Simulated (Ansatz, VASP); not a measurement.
# Al5GaP6: VASP beside Ansatz

Wanted: the spread between two codes on one cell, functional and k mesh. The cell is taken from a series of runs on this material, whose earlier steps may have relaxed, scaled, displaced or heated it; both programs get it as it stands.

Calculated with Ansatz 0.2.0; plane waves, with VASP 6.6.1 beside it; single point at PBEsol.

**1. Starting point**

The cell holds 12 atoms: 1 Ga, 6 P and 5 Al. Cell: a = 3.867 Å, b = 3.867 Å, c = 16.377 Å, α = 90.0°, β = 90.0°, γ = 90.0°. It derives from GaP. The structure's axis is c.

Coordinates:

```xyz
12
Lattice="3.8673 0.0000 0.0000 0.0000 3.8673 0.0000 0.0000 0.0000 16.3767" Properties=species:S:1:pos:R:3 pbc="T T T"
Ga    0.0000    0.0000    0.6822
P     1.9336    0.0000    2.0408
P     0.0000    1.9336    4.7688
P     1.9336    0.0000    7.5033
P     0.0000    1.9336   10.2378
P     1.9336    0.0000   12.9723
P     0.0000    1.9336   15.7003
Al    1.9336    1.9336    3.4026
Al    0.0000    0.0000    6.1360
Al    1.9336    1.9336    8.8705
Al    0.0000    0.0000   11.6051
Al    1.9336    1.9336   14.3385
```

**2. VASP: single point, PBEsol, pair 1**

With cell and atoms fixed, the geometry can't cause a difference; cores, projectors, grids and the points listed under the comparison can.

Lines of VASP's logs that name or quote its potential files are left out, and so is its time.

Contents of INCAR:

```
SYSTEM = Al5GaP6
PREC = Accurate
ENCUT = 500
EDIFF = 1E-06
NELM = 120
ISMEAR = 0
SIGMA = 0.01
LREAL = .FALSE.
ALGO = Normal
GGA = PS
NBANDS = 41
LORBIT = 11
LWAVE = .FALSE.
LCHARG = .FALSE.
ISIF = 2
LASPH = .TRUE.
GGA_COMPAT = .FALSE.
EFERMI = MIDGAP
KPAR = 2
```

Contents of POSCAR:

```
Al5GaP6
1.0
    3.8672889791      0.0000000000      0.0000000000
    0.0000000000      3.8672899661      0.0000000000
    0.0000000000      0.0000000000     16.3767280528
Ga P Al
1 6 5
Direct
    0.0000000000      0.0000000000      0.0416550685
    0.5000000000      0.0000000000      0.1246129694
    0.0000000000      0.5000000000      0.2911912225
    0.5000000000      0.0000000000      0.4581693900
    0.0000000000      0.5000000000      0.6251407470
    0.5000000000      0.0000000000      0.7921189145
    0.0000000000      0.5000000000      0.9586971676
    0.5000000000      0.5000000000      0.2077685083
    0.0000000000      0.0000000000      0.3746769998
    0.5000000000      0.5000000000      0.5416550685
    0.0000000000      0.0000000000      0.7086331372
    0.5000000000      0.5000000000      0.8755416288
```

Contents of KPOINTS:

```
Automatic mesh
0
Gamma
6 6 2
0 0 0
```

PAW data sets: Ga_d, P and Al (PBE family, release 64).

Run with:

```bash
$ mpirun -np 2 vasp_std
```

Numbers of over 12 decimals in the logs are rounded to 6 here.

What it wrote:

```text
[banner, memory and clock lines left out]
running    2 mpi-ranks, on    1 nodes
 distrk:  each k-point on    1 cores,    2 groups
 distr:  one band on    1 cores,    1 groups

 POSCAR found type information on POSCAR GaP Al
 POSCAR found :  3 types and      12 ions
|                                                                             |
|               ----> ADVICE to this user running VASP <----                  |
|                                                                             |
|     You enforced a specific xc type in the INCAR file but a different       |
|     [... a line on the potential file left out ...]
|     I HOPE YOU KNOW WHAT YOU ARE DOING!                                     |
|                                                                             |

 LDA part: xc-table for (Slater+PW92), standard interpolation
 POSCAR, INCAR and KPOINTS ok, starting setup
 FFT: planning ... GRIDC
 FFT: planning ... GRID_SOFT
 FFT: planning ... GRID
 WAVECAR not read
 entering main loop
       N       E                     dE             d eps       ncg     rms          rms(c)
DAV:   1     0.297973645991E+03    0.29797E+03   -0.21585E+04  1640   0.134E+03
DAV:   2    -0.244637981278E+02   -0.32244E+03   -0.30063E+03  1904   0.276E+02
DAV:   3    -0.650469101523E+02   -0.40583E+02   -0.39583E+02  1984   0.952E+01
DAV:   4    -0.669424628205E+02   -0.18956E+01   -0.18861E+01  2100   0.213E+01
DAV:   5    -0.669965785571E+02   -0.54116E-01   -0.54073E-01  2336   0.355E+00    0.107E+01
DAV:   6    -0.651771794415E+02    0.18194E+01   -0.30427E+00  2198   0.108E+01    0.658E+00
DAV:   7    -0.648861136436E+02    0.29107E+00   -0.16834E+00  2008   0.418E+00    0.233E+00
DAV:   8    -0.648656278690E+02    0.20486E-01   -0.18718E-01  2147   0.280E+00    0.373E-01
DAV:   9    -0.648656744188E+02   -0.46550E-04   -0.11772E-02  2396   0.112E+00    0.133E-01
DAV:  10    -0.648657949730E+02   -0.12055E-03   -0.88997E-04  1951   0.166E-01    0.666E-02
DAV:  11    -0.648658929268E+02   -0.97954E-04   -0.19668E-04  2404   0.874E-02    0.343E-02
DAV:  12    -0.648658968978E+02   -0.39710E-05   -0.16282E-05  2057   0.196E-02    0.124E-02
DAV:  13    -0.648658993264E+02   -0.24287E-05   -0.49174E-06  1934   0.101E-02    0.649E-03
DAV:  14    -0.648658995858E+02   -0.25940E-06   -0.54506E-07  1252   0.632E-03
   1 F= -.64865900E+02 E0= -.64865900E+02  d E =0.000000E+00
```

Parts of OUTCAR (step 2):

```text
ion  position               nearest neighbor table
   1  0.000  0.000  0.042-   2 2.36   2 2.36   7 2.36   7 2.36
   2  0.500  0.000  0.125-   1 2.36   1 2.36   8 2.37   8 2.37
   3  0.000  0.500  0.291-   8 2.37   8 2.37   9 2.37   9 2.37
   4  0.500  0.000  0.458-  10 2.37  10 2.37   9 2.37   9 2.37
   5  0.000  0.500  0.625-  10 2.37  10 2.37  11 2.37  11 2.37
   6  0.500  0.000  0.792-  12 2.37  12 2.37  11 2.37  11 2.37
   7  0.000  0.500  0.959-   1 2.36   1 2.36  12 2.37  12 2.37
   8  0.500  0.500  0.208-   2 2.37   2 2.37   3 2.37   3 2.37
   9  0.000  0.000  0.375-   3 2.37   3 2.37   4 2.37   4 2.37
  10  0.500  0.500  0.542-   5 2.37   5 2.37   4 2.37   4 2.37
  11  0.000  0.000  0.709-   6 2.37   6 2.37   5 2.37   5 2.37
  12  0.500  0.500  0.876-   7 2.37   7 2.37   6 2.37   6 2.37

  LATTYP: Found a simple tetragonal cell.
 ALAT       =     3.8672889791
 C/A-ratio  =     4.2346791619

 Subroutine GETGRP returns: Found  8 space group operations
 (whereof  4 operations were pure point group operations)

The static configuration has the point symmetry C_2v.
 The point group associated with its full space group is D_2d.

 Found     20 irreducible k-points:

   k-points           NKPTS =     20   k-points in BZ     NKDIM =     20   number of bands    NBANDS=     41

   dimension x,y,z NGX =    28 NGY =   28 NGZ =  120
   dimension x,y,z NGXF=    56 NGYF=   56 NGZF=  240

   ENCUT  =  500.0 eV  36.75 Ry    6.06 a.u.   7.05  7.05 29.86*2*pi/ulx,y,z

   NELECT =      58.0000    total number of electrons

 k-points in reciprocal lattice and weights: Automatic mesh
   0.00000000  0.00000000  0.00000000       0.014
   0.16666667  0.00000000  0.00000000       0.056
   0.33333333  0.00000000  0.00000000       0.056
   0.50000000  0.00000000  0.00000000       0.028
   0.16666667  0.16666667  0.00000000       0.056
   0.33333333  0.16666667  0.00000000       0.111
   0.50000000  0.16666667  0.00000000       0.056
   0.33333333  0.33333333  0.00000000       0.056
   0.50000000  0.33333333  0.00000000       0.056
[...]
0.50000000  0.33333333  0.50000000       0.056
   0.50000000  0.50000000  0.50000000       0.014

 average (electrostatic) potential at core
       1 -64.8919       2 -82.8275       3 -82.6360       4 -82.6371       5 -82.6371
       6 -82.6360       7 -82.8275       8 -74.8535       9 -74.9005      10 -74.9000
      11 -74.9005      12 -74.8535

 E-fermi :   5.2308

 k-point     1 :       0.0000    0.0000    0.0000
  band No.  band energies     occupation
    ...
     25       3.7561      2.00000
     26       3.7561      2.00000
     27       4.5046      2.00000
     28       4.5128      2.00000
     29       4.5128      2.00000
     30       5.9489      0.00000
     31       6.3950      0.00000
     32       6.6307      0.00000
     33       6.7360      0.00000
     34       7.3079      0.00000
    ...

 k-point     2 :       0.1667    0.0000    0.0000
  band No.  band energies     occupation
    ...
     25       3.8115      2.00000
     26       3.8801      2.00000
     27       3.9120      2.00000
     28       4.0305      2.00000
     29       4.4496      2.00000
     30       6.4492      0.00000
     31       6.9995      0.00000
     32       7.1387      0.00000
     33       7.7483      0.00000
     34       8.0909      0.00000
    ...

 k-point     3 :       0.3333    0.0000    0.0000
  band No.  band energies     occupation
    ...
     25       3.7997      2.00000
     26       3.8316      2.00000
     27       3.8604      2.00000
     28       3.8623      2.00000
     29       4.1677      2.00000
     30       6.9712      0.00000
     31       7.2084      0.00000
     32       7.4182      0.00000
     33       7.6230      0.00000
     34       7.6924      0.00000
    ...

  Total        0.0380229      0.0380229      0.0259897      0.0000000      0.0000000      0.0000000
  in kB        0.2487227      0.2487228      0.1700088      0.0000000      0.0000000      0.0000000
  external PRESSURE =       0.2224848 kB  Pullay stress =       0.0000000 kB

  energy-cutoff  :      500.00
  volume of cell :      244.93
      direct lattice vectors                 reciprocal lattice vectors
     3.867288979  0.000000000  0.000000000     0.258579073  0.000000000  0.000000000
     0.000000000  3.867289966  0.000000000     0.000000000  0.258579007  0.000000000
     0.000000000  0.000000000 16.376728053     0.000000000  0.000000000  0.061062258

 POSITION                                       TOTAL-FORCE (eV/Angst)
 -----------------------------------------------------------------------------------
      0.00000      0.00000      0.68217         0.000000      0.000000      0.000000
      1.93364      0.00000      2.04075         0.000000      0.000000     -0.011711
      0.00000      1.93364      4.76876         0.000000      0.000000      0.000228
      1.93364      0.00000      7.50332         0.000000      0.000000      0.000056
      0.00000      1.93364     10.23776         0.000000      0.000000     -0.000056
      1.93364      0.00000     12.97232         0.000000      0.000000     -0.000228
      0.00000      1.93364     15.70032         0.000000      0.000000      0.011711
      1.93364      1.93364      3.40257         0.000000      0.000000     -0.000908
      0.00000      0.00000      6.13598         0.000000      0.000000      0.000164
      1.93364      1.93364      8.87054         0.000000      0.000000      0.000000
      0.00000      0.00000     11.60509         0.000000      0.000000     -0.000164
      1.93364      1.93364     14.33851         0.000000      0.000000      0.000908
 -----------------------------------------------------------------------------------
    total drift:                               -0.000000     -0.000000     -0.000005

  FREE ENERGIE OF THE ION-ELECTRON SYSTEM (eV)
  ---------------------------------------------------
  free  energy   TOTEN  =       -64.8658995858 eV

  energy  without entropy=      -64.8658995858  energy(sigma->0) =      -64.86589959

 total charge
# of ion       s       p       d       tot
------------------------------------------
    1        0.860   0.843  10.012  11.715
    2        1.012   1.546   0.000   2.558
    3        1.008   1.582   0.000   2.590
    4        1.008   1.582   0.000   2.590
    5        1.008   1.582   0.000   2.590
    6        1.008   1.582   0.000   2.590
    7        1.012   1.546   0.000   2.558
    8        0.396   0.386   0.000   0.781
    9        0.395   0.383   0.000   0.778
   10        0.395   0.383   0.000   0.778
   11        0.395   0.383   0.000   0.778
   12        0.396   0.386   0.000   0.781
--------------------------------------------------
tot          8.892  12.182  10.012  31.087

[... 3 further parts left out ...]
```

The run ends at a pressure of 0.02 GPa, with forces up to 0.012 eV/Å.

**3. Ansatz: single point, PBEsol, pair 1**

Ansatz runs on its PAW soft_1 files.

The same cell, functional and mesh now go to Ansatz, which takes its cutoff from its data sets.

Contents of input.yaml:

```yaml
crystal:
  lattice:
    - [3.8672889791, 0.0, 0.0]
    - [0.0, 3.8672899661, 0.0]
    - [0.0, 0.0, 16.3767280528]
  atoms:
    - { symbol: Ga, position: [0.0, 0.0, 0.0416550685] }
    - { symbol: P, position: [0.5, 0.0, 0.1246130322] }
    - { symbol: Al, position: [0.5, 0.5, 0.2077686445] }
    - { symbol: P, position: [0.0, 0.5, 0.2911913657] }
    - { symbol: Al, position: [0.0, 0.0, 0.3746771601] }
    - { symbol: P, position: [0.5, 0.0, 0.4581695879] }
    - { symbol: Al, position: [0.5, 0.5, 0.5416552581] }
    - { symbol: P, position: [0.0, 0.5, 0.625140945] }
    - { symbol: Al, position: [0.0, 0.0, 0.7086332974] }
    - { symbol: P, position: [0.5, 0.0, 0.7921190577] }
    - { symbol: Al, position: [0.5, 0.5, 0.875541765] }
    - { symbol: P, position: [0.0, 0.5, 0.9586972305] }
kpoints:
  mp_grid: { grid: [6, 6, 2] }
hamiltonian:
  xc: pbesol
  pseudopotentials: { kind: paw, azcp: { folder: soft_1 }, xc_functional: pbe }
scf:
  occupations: { method: fixed }
  n_extra_bands: 8
output:
  eigenvalues: true
  forces: true
  stress: true
  band_densities: [{ e_range: [-0.08, 0] }, { e_range: [1.39, 1.52] }]
  volumetric_format: npy
```

Run with:

```bash
$ ansatz run input.yaml --threads 3 --pin off --max-ram 92160MiB --backend cuda --events-out ev --progress --plain --runs-dir out --devices 1 --max-vram 13GiB
```

What it wrote:

```text
Warning: the atoms were moved onto the symmetric positions of the space group found under crystal.symmetry.tolerance 1.0e-5 (fractional; no operation is sought that the atoms, as they stand in a round, miss by more than twice it, and no atom is moved by as much as it), and the run uses the moved positions. Before a round's move an operation carried an atom to 4.34e-6 Å from where it should land, the largest such dist [...]
scf.n_extra_bands = 8 over 29 filled bands (N_el = 58.0): the run solves 37 bands
GPUs: using 1 of 1 available (devices: 1).
Engine: ansatz 0.2.0, x86_64-unknown-linux-gnu
Pseudopotentials: kind: paw
Pseudopotential: Ga, paw, valence charge 13, recommended cutoff 420 eV (normal), soft_1/Ga.paw.azcp
Pseudopotential: P, paw, valence charge 5, recommended cutoff 420 eV (normal), soft_1/P.paw.azcp
Pseudopotential: Al, paw, valence charge 3, recommended cutoff 420 eV (normal), soft_1/Al.paw.azcp
Functional definition: PBEsol
  exchange = pbesol_x
  correlation = pbesol_c
device memory: the entry about to start is reckoned to put 2.6 GiB on a device that reports 42.5 GiB free (of which the cap on the GPU budget leaves the run 13.0 GiB)
GPU FFT provider: cuFFT
GPU libraries: cuBLAS 13.8.2, cuFFT 12.4.0, cuSOLVER 12.3.4
Crystal: 12 atoms, lattice volume = 244.929 Å³
Basis set: ecut = 420 eV, 4831 PW (Γ), exchange–correlation on 54×54×240 points (8 copies of the dense FFT grid, shifted against one another)
Bands: 37, of which v1, the nominal top of the filled ones, is band 29 counted from 1 (28 counted from 0)
Symmetry: 8 space group operations
Space group: P-4m2 (ITA 115), of the structure as read, at distance tolerance 6.3e-5 Å
k-points: 20 of 72
Non-local potential: Ga, projectors of the file, l = 0: 2, l = 1: 2, l = 2: 3, l = 3: 1
Non-local potential: P, projectors of the file, l = 0: 2, l = 1: 2, l = 2: 1
Non-local potential: Al, projectors of the file, l = 0: 2, l = 1: 2, l = 2: 1
PAW form: soft (Blöchl's): semilocal exchange-correlation on the pseudo side does not see the compensation charge
PAW frozen core: Ga, regenerated for the run's functional, and the local potential with it (the file was generated under x = pbe(κ = 0.804, μ = 0.219515), c = pbe(β = 0.066725))
PAW frozen core: P, regenerated for the run's functional, and the local potential with it (the file was generated under x = pbe(κ = 0.804, μ = 0.219515), c = pbe(β = 0.066725))
PAW frozen core: Al, regenerated for the run's functional, and the local potential with it (the file was generated under x = pbe(κ = 0.804, μ = 0.219515), c = pbe(β = 0.066725))
PAW one-centre angular grid: Ga, 590 points (default); XC on 64 Gauss nodes
PAW one-centre angular grid: P, 110 points (default); XC on 64 Gauss nodes
PAW one-centre angular grid: Al, 110 points (default); XC on 64 Gauss nodes
Initial density: superposition of atomic densities (chi_scale 0.1, normalization cell, long waves kept (reshape's long-wave potential 0.14 eV rms))
Initial wavefunctions: pseudopotential atomic-orbital guess
GPU buffer pool allocated for 87480 grid points (all kernels)
GPU transforms: local potential and band sums: pruned to the plane-wave sphere, on 25×25×120
Functional: x = pbesol(κ = 0.804, μ = 0.123457), c = pbesol(β = 0.046)
SCF iter   1: F=—  HF=-10814.425448 eV  |F-HF|=—  |Δ(HF+E_count)|=         —  Δρ=4.46e-2  dr2=5.49e0  ethr=3.10e-3  ⟨swp⟩=6.2  Hψ=3260  notcnv=0  defer=100
preconditioner: auto → Resta (q_TF=auto, 2.146 Å⁻¹)  ε∞=4.3  [insulator: Δε(μ)=2.033 eV  Ē_g=9.963 eV  n_scr=38 (ndim 8)  ℏωp=18.1 eV  f_vac=0.000  ε∞_Penn≈4.3]
SCF iter   2: F=—  HF=-10813.083649 eV  |F-HF|=—  |Δ(HF+E_count)|=    1.34e0  Δρ=2.40e-2  dr2=1.39e0  ethr=3.10e-3  ⟨swp⟩=2.5  Hψ=1332  notcnv=0  defer=108
SCF iter   3: F=—  HF=-10812.703395 eV  |F-HF|=—  |Δ(HF+E_count)|=   3.80e-1  Δρ=3.18e-3  dr2=2.87e-2  ethr=2.39e-3  ⟨swp⟩=3.1  Hψ=1193  notcnv=0  defer=111
SCF iter   4: F=—  HF=-10812.707956 eV  |F-HF|=—  |Δ(HF+E_count)|=   4.56e-3  Δρ=1.01e-3  dr2=2.32e-3  ethr=4.96e-5  ⟨swp⟩=3.5  Hψ=1338  notcnv=0  defer=120
SCF iter   5: F=—  HF=-10812.707696 eV  |F-HF|=—  |Δ(HF+E_count)|=   2.60e-4  Δρ=6.89e-4  dr2=8.28e-4  ethr=3.99e-6  ⟨swp⟩=2.4  Hψ=1288  notcnv=0  defer=120
SCF iter   6: F=—  HF=-10812.707792 eV  |F-HF|=—  |Δ(HF+E_count)|=   9.56e-5  Δρ=2.28e-4  dr2=1.31e-4  ethr=1.43e-6  ⟨swp⟩=2.0  Hψ=1282  notcnv=0  defer=120
SCF iter   7: F=—  HF=-10812.707851 eV  |F-HF|=—  |Δ(HF+E_count)|=   5.93e-5  Δρ=4.25e-5  dr2=7.59e-6  ethr=2.26e-7  ⟨swp⟩=2.0  Hψ=1235  notcnv=0  defer=119
SCF iter   8: F=—  HF=-10812.707811 eV  |F-HF|=—  |Δ(HF+E_count)|=   4.00e-5  Δρ=8.09e-6  dr2=2.45e-7  ethr=1.31e-8  ⟨swp⟩=2.0  Hψ=1318  notcnv=0  defer=118
SCF iter   9: F=-10812.707811 eV  HF=-10812.707811 eV  |F-HF|=4.31e-10  |Δ(HF+E_count)|=   7.71e-8  Δρ=2.12e-6  dr2=1.13e-8  ethr=1.72e-10  ⟨swp⟩=19.5  Hψ=5308  notcnv=0
SCF 1 converged in 9 iterations: F = -10812.707811 eV  dr2 = 1.13e-8
  greatest PAW one-centre occupation: 0.994 electrons in one spin orbital (limit 2), on the Ga atom at site 0 (counted from 0), in its partial waves of l = 2
SCF converged after 9 iterations
Free energy (F): -10812.707811 eV
Harris-Foulkes:  -10812.707811 eV  (|F-HF|=4.31e-10)
Internal energy: -10812.707811 eV  (E = F + TS)
E sigma→0 (E₀):  -10812.707811 eV
Fermi energy:    5.281402 eV
--- Per-component energies (eV) ---
  E_band       = -54.559248
  E_kinetic    = 639.445576
  E_local      = -3484.452659  (includes V_loc(G=0)·N_el)
  E_nonlocal   = 154.885774
  E_hartree    = 1838.677867
  E_xc         = -683.399425
  E_vxc        = -569.862582  (∫ρ·V_xc dr)
  E_paw        = -7496.257392  (= ΣΔE_a)
  E_vpaw       = -471.933157  (= ΣTr[D̂ρ^β])
  E_aug_tail   = -0.000225  (compensation charges beyond the density's cutoff)
  E_ewald      = -1782.842579
  E_core_change = 1.235251  (= ΣΔE_core)
  E_smearing   = -0.000000  (= −TS)
  E_closure    = 0.000000  (closes the sum)
  Σ components = -10812.707811   (vs F -10812.707811, Δ=0.00e0)
--- Forces (eV/Å), atoms counted from 1 ---
  atom   1  Ga    -0.00000000     0.00000000     0.00000000
  atom   2  P      0.00000000     0.00000000     0.00003125
  atom   3  Al    -0.00000000     0.00000000    -0.00151727
  atom   4  P      0.00000000     0.00000000     0.00018383
  atom   5  Al     0.00000000     0.00000000     0.00023987
  atom   6  P      0.00000000     0.00000000     0.00008262
  atom   7  Al     0.00000000     0.00000000     0.00000000
  atom   8  P      0.00000000     0.00000000    -0.00008262
  atom   9  Al     0.00000000     0.00000000    -0.00023987
  atom  10  P      0.00000000     0.00000000    -0.00018383
  atom  11  Al     0.00000000     0.00000000     0.00151727
  atom  12  P     -0.00000000     0.00000000    -0.00003125
  max |Σ_I F_I| component: 1.19e-24 eV/Å
--- Stress (GPa, compression-positive) ---
        0.001407       0.000000      -0.000000
        0.000000       0.001407       0.000000
       -0.000000       0.000000      -0.006840
  P = ⅓ Tr σ = -0.0013 GPa (-0.013 kbar)
--- Band table (eV; the first three rows and the last of 20) ---
  k-point 0: bands = [... 25 lower, 4.5263, 5.2733, 5.2814, 5.2814, 6.7193, 7.1649, 7.3990, 7.5037, ... 4 higher]
  k-point 1: bands = [... 25 lower, 4.9469, 4.9469, 5.1022, 5.1022, 6.7881, 6.9719, 7.5343, 7.7342, ... 4 higher]
  k-point 2: bands = [... 25 lower, 4.6498, 4.6816, 4.8003, 5.2183, 7.2182, 7.7676, 7.9060, 8.5136, ... 4 higher]
  k-point 19: bands = [... 25 lower, 2.8210, 2.8210, 2.8637, 2.8637, 7.1636, 7.1636, 7.3548, 7.3548, ... 4 higher]
--- Band densities, each state counted as filled ---
  window                                       electrons  max residual (eV)  cut levels
  e_range: [-0.08, 0]                           0.194444             1.9e-6           0
  e_range: [1.39, 1.52]                         0.111111             1.4e-4           0
```

The run ends at a pressure of 0.00 GPa, with forces up to 0.0015 eV/Å.

**4. Comparison**

Known differences besides the potentials themselves: fixed occupations in Ansatz, narrow Gaussian smearing in VASP; the cutoff is 420 eV in Ansatz and 500 eV in VASP; Ansatz makes its cores anew for this functional, VASP keeps those of its PBE data sets. Total energies have different zeros and are not compared.

The two programs side by side:

| quantity | Ansatz | VASP | difference |
| --- | --- | --- | --- |
| pressure (GPa) | 0.00 | 0.02 | -0.02 |
| gap on the k mesh (eV) | 1.438 | 1.436 | +0.002 |

At this near-relaxed geometry the largest component of a force difference is 12 meV/Å. A gap on the mesh is an upper bound, since the band edges may lie between its points.

(Continued in part 2 of 2.)

[Lines on the potential files, build, host, timing and source positions are cut from VASP's logs without a mark.]

[Logs are printed without paths, hosts, clocks, repeated set-up lines and the standing remarks that a program may print on its own settings, such as how far it seeks lower states.]

[Hosts, paths, dates, database ids (printed as entryN), source tags and the programs' standing remarks are cut or masked in the printed files.]
